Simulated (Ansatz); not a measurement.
# Sn (I4/mmm) in Ansatz: notebook

The runs below take Sn through band structure, with PBEsol.

Program: Ansatz 0.2.0. These are calculated values, not measurements. Logs are shortened: lines on timing, memory, paths and dates and some standing lists are left out, and cuts for length are marked.

## (1) The structure

It takes space group I4/mmm (No. 139, tetragonal). Conventional cell: a = 4.058 Å, b = 4.058 Å, c = 3.322 Å, α = 90.00°, β = 90.00°, γ = 90.00°. Sn (site symmetry 4/mmm) is surrounded by 10 Sn at 3.32 Å.

This isn't the form of Sn at room conditions, which is tetragonal (white tin).

## (2) Band structure, PBEsol, 26.26 Å³/atom

File input.yaml:

```yaml
crystal:
  lattice:
    - [-2.029189411, 2.029189411, 1.59432959]
    - [2.029189411, -2.029189411, 1.59432959]
    - [2.029189411, 2.029189411, -1.59432959]
  atoms:
    - { symbol: Sn, position: [0.0, 0.0, 0.0] }
hamiltonian:
  xc: pbesol
  pseudopotentials: { kind: paw }
kpoints:
  mp_grid: { grid: [9, 9, 9] }
  band_path:
    path:
      - [[0.0, 0.0, 0.0], [0.0, 0.0, 0.5], [-0.5, 0.5, 0.5], [0.0, 0.0, 0.0], [0.4043302455, 0.4043302455, -0.4043302455], [0.25, 0.25, 0.25], [0.0, 0.5, 0.0], [-0.4043302455, 0.5956697545, 0.4043302455], [-0.5, 0.5, 0.5]]
      - [[0.0, 0.0, 0.5], [0.25, 0.25, 0.25]]
    npoints: 14
scf:
  occupations: { method: fermi_dirac, width: 0.05 }
  n_extra_bands: 6
output:
  forces: true
  stress: true
  eigenvalues: true
  fatbands: true
```

Potentials or basis: Ansatz PAW.

On the command line:

```console
$ ansatz run input.yaml --threads 2 --pin off --max-ram 5632MiB --backend cpu --events-out ev --progress --plain --runs-dir out
```

What it wrote:

```text
Warning: RAYON_NUM_THREADS=2 ignored (pool sized by the plan → 2); use --threads N
scf.n_extra_bands = 6 over 7 filled bands (N_el = 14.0): the run solves 13 bands
Engine: ansatz 0.2.0, aarch64-unknown-linux-gnu
Pseudopotentials: kind: paw
Pseudopotential: Sn, paw, valence charge 14, recommended cutoff 420 eV (normal), Sn.paw.azcp
Functional definition: PBEsol
  exchange = pbesol_x
  correlation = pbesol_c
Crystal: 1 atoms, lattice volume = 26.259 Å³
Basis set: ecut = 420 eV, 529 PW (Γ), exchange–correlation on 48×48×48 points (8 copies of the dense FFT grid, shifted against one another)
Bands: 13, of which v1, the nominal top of the filled ones, is band 7 counted from 1 (6 counted from 0)
Symmetry: 16 space group operations
Space group: I4/mmm (ITA 139), of the structure as read, at distance tolerance 3.0e-5 Å
k-points: 75 of 729
Non-local potential: Sn, projectors of the file, l = 0: 2, l = 1: 2, l = 2: 2, l = 3: 2
PAW form: soft (Blöchl's): semilocal exchange-correlation on the pseudo side does not see the compensation charge
PAW frozen core: Sn, regenerated for the run's functional, and the local potential with it (the file was generated under x = pbe(κ = 0.804, μ = 0.2195149727645171), c = pbe(β = 0.06672455060314922))
PAW one-centre angular grid: Sn, 590 points (default); XC on 64 Gauss nodes
Initial density: superposition of atomic densities (neutral atoms: chi_scale 0, normalization atom), corrected by the library's trained network
Initial wavefunctions: pseudopotential atomic-orbital guess
Functional: x = pbesol(κ = 0.804, μ = 0.12345679012345678), c = pbesol(β = 0.046)
SCF iter   1: F=—  HF=-5949.749720 eV  |F-HF|=—  |Δ(HF+E_count)|=         —  Δρ=2.95e-3  dr2=1.16e-3  ethr=1.77e-3  ⟨swp⟩=5.5  Hψ=5678  notcnv=0  defer=32
preconditioner: auto → none  [metal: Δε(μ)=0.034 eV  Ē_g=25.935 eV  σ=0.050 eV  W_gap=0.16  n_scr=4 (ndim 8)  ℏωp=27.1 eV  f_vac=0.000  D(μ)=0.95/eV (n_scr^D=12)  sad-step TF]
SCF iter   2: F=—  HF=-5949.748823 eV  |F-HF|=—  |Δ(HF+E_count)|=   8.97e-4  Δρ=1.59e-3  dr2=3.67e-4  ethr=8.27e-6  ⟨swp⟩=1.8  Hψ=1637  notcnv=0  defer=35
SCF iter   3: F=—  HF=-5949.748710 eV  |F-HF|=—  |Δ(HF+E_count)|=   1.13e-4  Δρ=3.42e-4  dr2=2.52e-5  ethr=2.62e-6  ⟨swp⟩=2.0  Hψ=1390  notcnv=0  defer=35
SCF iter   4: F=—  HF=-5949.748687 eV  |F-HF|=—  |Δ(HF+E_count)|=   2.27e-5  Δρ=5.36e-5  dr2=5.24e-7  ethr=1.80e-7  ⟨swp⟩=2.0  Hψ=1390  notcnv=0  defer=35
iter 5 did not close the SCF: its close was put off for the readings that it lacked (scf_convergence_deferred on its scf_iter line)
SCF iter   5: F=-5949.748687 eV  HF=-5949.748687 eV  |F-HF|=3.42e-9  |Δ(HF+E_count)|=   1.55e-7  Δρ=8.61e-6  dr2=1.44e-8  ethr=3.74e-9  ⟨swp⟩=2.4  Hψ=1426  notcnv=0  defer=35
SCF iter   6: F=-5949.748687 eV  HF=-5949.748687 eV  |F-HF|=4.01e-9  |Δ(HF+E_count)|=  4.89e-10  Δρ=3.64e-6  dr2=3.10e-9  ethr=1.03e-10  ⟨swp⟩=6.3  Hψ=3885  notcnv=0
SCF 1 converged in 6 iterations: F = -5949.748687 eV  dr2 = 3.10e-9
NSCF: frozen V_eff on 128 k-points
SCF converged after 6 iterations
Free energy (F): -5949.748687 eV
Harris-Foulkes:  -5949.748687 eV  (|F-HF|=4.01e-9)
Internal energy: -5949.741355 eV  (E = F + TS)
E sigma→0 (E₀):  -5949.745021 eV
Entropy (-TS):   -0.007332 eV (-7.332 meV/atom)
Fermi energy:    11.128114 eV
--- Per-component energies (eV) ---
  E_band       = -75.649521
  E_kinetic    = 186.998757
  E_local      = -808.243534  (includes V_loc(G=0)·N_el)
  E_nonlocal   = -30.832461
  E_hartree    = 513.174715
  E_xc         = -379.948398
  E_vxc        = -97.673586  (∫ρ·V_xc dr)
  E_paw        = -4063.594577  (= ΣΔE_a)
  E_vpaw       = -352.250469  (= ΣTr[D̂ρ^β])
  E_aug_tail   = -0.000000  (compensation charges beyond the density's cutoff)
  E_ewald      = -1367.580696
  E_core_change = 0.284840  (= ΣΔE_core)
  E_smearing   = -0.007332  (= −TS)
  E_closure    = 0.000000  (closes the sum)
  Σ components = -5949.748687   (vs F -5949.748687, Δ=0.00e0)
--- Forces (eV/Å), atoms counted from 1 ---
  atom   1  Sn     0.00000000     0.00000000     0.00000000
  max |Σ_I F_I| component: 3.94e-31 eV/Å
--- Stress (GPa, compression-positive) ---
        0.070468      -0.000000       0.000000
       -0.000000       0.070468       0.000000
       -0.000000      -0.000000       2.346207
  P = ⅓ Tr σ = 0.8290 GPa (8.290 kbar)
--- Band table (eV; the first three rows and the last of 75) ---
  k-point 0: bands = ["-10.3214", "-10.2600", "-10.2094", "-10.2094", "-10.0953", "-0.1866", "17.8040", "17.8040", "21.2013", "21.4367", "22.3003", "24.2205", "24.2205"]
  k-point 1: bands = ["-10.3069", "-10.2653", "-10.2122", "-10.1906", "-10.1017", "0.0463", "15.3828", "18.0082", "20.7201", "21.8353", "23.4790", "23.6235", "25.0331"]
  k-point 2: bands = ["-10.2830", "-10.2671", "-10.2193", "-10.1426", "-10.1179", "0.7436", "12.0395", "18.5584", "19.4640", "22.2423", "22.7288", "23.3354", "24.0586"]
  k-point 74: bands = ["-10.3732", "-10.2734", "-10.0664", "-10.0656", "-10.0399", "6.7140", "9.4543", "9.9132", "14.6050", "14.6562", "18.2273", "30.1995", "31.6100"]
```

Wall time 1.9 s (2 threads of Arm Neoverse V1, shared host); peak memory 0.28 GiB.

Results:

```
Free energy            : -5949.7487 eV
Pressure               : 0.8 GPa
Band gap on the k mesh : none (metal or under the smearing width)
```

Caveat: spin-orbit coupling is left out, which moves the levels of the heavy elements; the PAW data sets come from PBE, with cores solved anew for the run's functional, which leaves a small shift of forces and pressure.

## (3) Band structure, PBEsol, 26.81 Å³/atom

File input.yaml:

```yaml
crystal:
  lattice:
    - [-2.029189411, 2.029189411, 1.6275447898]
    - [2.029189411, -2.029189411, 1.6275447898]
    - [2.029189411, 2.029189411, -1.6275447898]
  atoms:
    - { symbol: Sn, position: [0.0, 0.0, 0.0] }
hamiltonian:
  xc: pbesol
  pseudopotentials: { kind: paw }
kpoints:
  mp_grid: { grid: [9, 9, 9] }
  band_path:
    path:
      - [[0.0, 0.0, 0.0], [0.0, 0.0, 0.5], [-0.5, 0.5, 0.5], [0.0, 0.0, 0.0], [0.410827656, 0.410827656, -0.410827656], [0.25, 0.25, 0.25], [0.0, 0.5, 0.0], [-0.410827656, 0.589172344, 0.410827656], [-0.5, 0.5, 0.5]]
      - [[0.0, 0.0, 0.5], [0.25, 0.25, 0.25]]
    npoints: 14
scf:
  occupations: { method: fermi_dirac, width: 0.05 }
  n_extra_bands: 6
output:
  forces: true
  stress: true
  eigenvalues: true
  fatbands: false
```

Potentials or basis: Ansatz PAW.

On the command line:

```console
$ ansatz run input.yaml --threads 2 --pin off --max-ram 5632MiB --backend cpu --events-out ev --progress --plain --runs-dir out
```

Wall time 1.6 s (2 threads of Arm Neoverse V1, shared host); peak memory 0.28 GiB.

It converged, with:

- Free energy: -5949.7567 eV
- Pressure: -0.5 GPa
- Band gap on the k mesh: none (metal or under the smearing width)

Caveat: spin-orbit coupling is left out, which moves the levels of the heavy elements; the PAW data sets come from PBE, with cores solved anew for the run's functional, which leaves a small shift of forces and pressure.
